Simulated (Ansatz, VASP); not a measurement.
**C: VASP beside Ansatz**

INCAR

```
PREC = Accurate ; ENCUT = 520
EDIFF = 1E-6 ; ISMEAR = 0
SIGMA = 0.05 ; LREAL = False
LASPH = True ; NELM = 80
ALGO = Normal ; ISIF = 2
LWAVE = False ; LCHARG = False
NBANDS = 11
```

File KPOINTS:

```
Automatic mesh
0
Gamma
  12 12 12
```

POSCAR

```
C
1.0
    0.0000000000      1.9291038415      1.7039681529
    1.6642383255      0.0000000000      1.7039681529
    1.6642383255      1.9291038415      0.0000000000
C
2
Direct
    0.5000000000      0.5000000000      0.5000000000
    0.7500000000      0.7500000000      0.7500000000
```

Input for Ansatz:

```yaml
crystal:
  lattice:
    - [0.0, 1.9291038415, 1.7039681529]
    - [1.6642383255, 0.0, 1.7039681529]
    - [1.6642383255, 1.9291038415, 0.0]
  atoms:
    - { symbol: C, position: [0.5, 0.5, 0.5] }
    - { symbol: C, position: [0.75, 0.75, 0.75] }
basis:
  ecutwfc: 520.0
kpoints:
  mp_grid: { grid: [12, 12, 12] }
hamiltonian:
  xc: lda
  pseudopotentials: { kind: paw, azcp: { folder: soft_1 } }
scf:
  occupations: { method: gaussian, width: 0.05 }
output:
  forces: true
  stress: true
  eigenvalues: true
```

Change from the starting cell: strain +e along x and -e along y -0.0750, strain +e along z and -e/2 along x and y -0.0350.

Alike in both runs: task single point; functional LDA; k mesh 12 × 12 × 12; occupations gaussian, width 0.05 eV; no spin polarisation.

```csv
,VASP,Ansatz
version,VASP 6.6.1,Ansatz 0.2.0
potentials or method,"VASP PAW LDA potentials, release 64 (C)","scalar-relativistic, plane waves, PAW"
plane-wave cutoff (eV),520,520
valence electrons in the cell,8,8
```

|  | VASP | Ansatz | Ansatz less VASP |
| --- | --- | --- | --- |
| gap on the k mesh at the Fermi level (eV) | 2.05 | 2.06 | +0.012 |
| least direct gap on the mesh (eV) | 4.19 | 4.18 | -0.002 |
| pressure (GPa) | 5.2 | 3.5 | -1.69 |
| largest component of the traceless stress (GPa) | 98.25 | 98.39 | +0.138 |

Ansatz warned: «pseudo_functional_mismatch».
